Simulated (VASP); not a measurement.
Au, 1 atom in the cell. Symmetry: Im-3m, No. 229, cubic system. The conventional cell has a = 3.315 Å, b = 3.315 Å, c = 3.315 Å, α = 90.00°, β = 90.00°, γ = 90.00°. Au (site symmetry m-3m) is surrounded by 8 Au at 2.87 Å. This isn't the form of Au at room conditions, which is fcc.

| Item | Value |
| --- | --- |
| Program | VASP 6.6.1 |
| Task | relaxation of cell and atoms |
| Functional | PBEsol |
| Potentials or basis | VASP PAW PBE potentials, release 64 (Au) |
| Cutoff | 600 eV |
| k mesh | 10 × 10 × 10 |
| Occupations | fermi-dirac, width 0.05 eV |
| Spin | no spin polarisation |
| Ladder | gaps |
| Further INCAR settings | ALGO = Fast; EDIFF = 1e-06; IBRION = 2; EDIFFG = -0.005; NSW = 60; ISIF = 3 |

Potentials or basis: VASP PAW PBE potentials, release 64 (Au).

Command:

```console
$ cat potpaw_PBE.64/Au/POTCAR > POTCAR
$ mpirun -np 1 vasp_std > vasp.out
```

Hardware: 1 thread of Intel(R) Xeon(R) Platinum 8488C (Sapphire Rapids) (shared host).

Task: Estimate the wall time of this run.

Result: Run time: 20 s on 1 thread of Intel(R) Xeon(R) Platinum 8488C (Sapphire Rapids), on a shared host, peak memory 0.15 GiB. Counts: scf iterations 49, k points 47, ion steps 7.
